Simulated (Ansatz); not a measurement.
Below is a relaxed structure of HfB2. The cell was found from a structure generator's guess, not taken from experiment.

Level of theory: DFT PBE, scalar-relativistic, plane waves, PAW (Ansatz). Cutoff 420 eV, Γ-centred mesh, Gaussian smearing, no spin polarisation.

```xyz
3
Lattice="3.3530 0.0000 0.0000 0.0000 3.3530 0.0000 0.0000 0.0000 3.1813" Properties=species:S:1:pos:R:3 pbc="T T T"
Hf    1.6765    1.6765    1.5907
B     0.0000    0.0000    1.5907
B     0.0000    0.0000    0.0000
```

The zero of energy is the elements' standard structures at the same level; no fitted shifts are applied.

Problem. Find its symmetry and describe it.

Solution. P4/mmm (No. 123). Conventional cell: a = 3.353 Å, c = 3.181 Å. Hf is surrounded by 4 B at 2.37 Å, 8 B at 2.86 Å and 6 Hf at 3.18–3.35 Å; around B on its first site lie 2 B at 1.59 Å and 4 Hf at 2.37 Å; B on its second site is surrounded by 2 B at 1.59 Å.

Problem. What is its formation energy per atom?

Solution. −0.25 eV/atom.

Problem. Is it a metal?

Solution. Yes, bands cross the Fermi level on the 14×14×14 mesh.

The last run used a 14×14×14 mesh for its 3-atom cell and Gaussian smearing of 0.10 eV. Spin–orbit coupling, which can matter for Hf, is left out. Symmetry constrained the relaxation, so the result can be a saddle point. Another cell of HfB2 relaxed alike, in P6/mmm (a cell as deposited in COD), lies 0.76 eV/atom lower, so this cell isn't the stable form at this level.
